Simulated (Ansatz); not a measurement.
Is this LiCl structure a true minimum?

It was reached by relaxing an invented guess, and it needn't be the stable form of this composition.

These are results of Ansatz, DFT PBE, scalar-relativistic, plane waves, PAW, not measurements. Settings: cutoff 420 eV, Γ-centred mesh 6×6×2 on the computed 8-atom cell, Gaussian smearing of 0.02 eV; no spin polarisation.

The cell below (8 atoms, space group P6_3/mmc (No. 194)) is relaxed within its symmetry.

```
Li Cl
1.0
     3.62127    0.00000    0.00000
    -1.81063    3.13611    0.00000
     0.00000    0.00000   12.02068
Li Cl
4 4
Direct
  0.33333 0.66667 0.87672
  0.66667 0.33333 0.12328
  0.66667 0.33333 0.37672
  0.33333 0.66667 0.62328
  0.66667 0.33333 0.75000
  0.00000 0.00000 0.00000
  0.33333 0.66667 0.25000
  0.00000 0.00000 0.50000
```

For the test it was strained at random (σ = 1.5 % a component), the atoms were moved at random (σ = 0.10 Å), and all was relaxed again on a coarse 6×6×1 mesh (in the run’s order of axes) with 0.10 eV smearing, with no symmetry imposed.

Question: Does it come back?

Answer: It returns, within 1 meV/atom of the unmoved cell on that mesh and with the same symmetry when read at 0.1 Å (P1 at 0.01 Å, so small strains and shifts remain). No instability shows in this cell; modes of other wave vectors, which need another repeat, aren't tested.
